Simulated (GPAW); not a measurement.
Runs of GPAW 26.7.0 on Ti3Al. The structure is cubic, space group Fm-3m (No. 225). Conventional cell: a = 6.464 Å, b = 6.464 Å, c = 6.464 Å, α = 90.00°, β = 90.00°, γ = 90.00°. Around Ti (site symmetry m-3m) lie 8 Ti at 2.80 Å. Ti (site symmetry -43m) is surrounded by 4 Ti at 2.80 Å and 4 Al at 2.80 Å. Around Al (site symmetry m-3m) lie 8 Ti at 2.80 Å. The cell comes from a database or a generator and needn't be the stable form of this composition.

| task | level | cell | optimizer | fmax | max steps | convergence | gap on the mesh (eV) | pressure (GPa) | relaxed volume (Å³/atom) |
| --- | --- | --- | --- | --- | --- | --- | --- | --- | --- |
| single point | PBEsol | atoms moved at random, drawn with an rms of 0.05 Å | - | - | - | - | none | -4.7 | - |
| single point | PBEsol | as given | - | - | - | - | none | (a) | - |
| relaxation of cell and atoms | PBEsol+D3(BJ) | relaxed | BFGS | 0.02 eV/Å | 60 | density=1e-05 forces=0.0001 | none | -0.1 | 15.41 |
| relaxation of cell and atoms | PBEsol | relaxed | BFGS | 0.02 eV/Å | 60 | density=1e-05 forces=0.0001 | none | 0.0 | 16.13 |
| relaxation of cell and atoms | PBEsol+D3(BJ)+ATM | relaxed | BFGS | 0.02 eV/Å | 60 | density=1e-05 forces=0.0001 | none | 0.0 | 15.54 |

Alike in all rows: potentials or basis PAW data sets generated in the run's folder for this functional, pw; no spin polarisation; k mesh 7 × 7 × 7; cutoff (eV) 600; smearing fermi-dirac 0.05 eV.

Question: Estimate the missing entries.

Answer: (a) -5.1.

Caveats: later steps reuse the first step's grids (some runs); pairwise dispersion overbinds metals, which lowers pressure and volume (some runs).

A gap of «none» marks a metal or a gap under the smearing width.
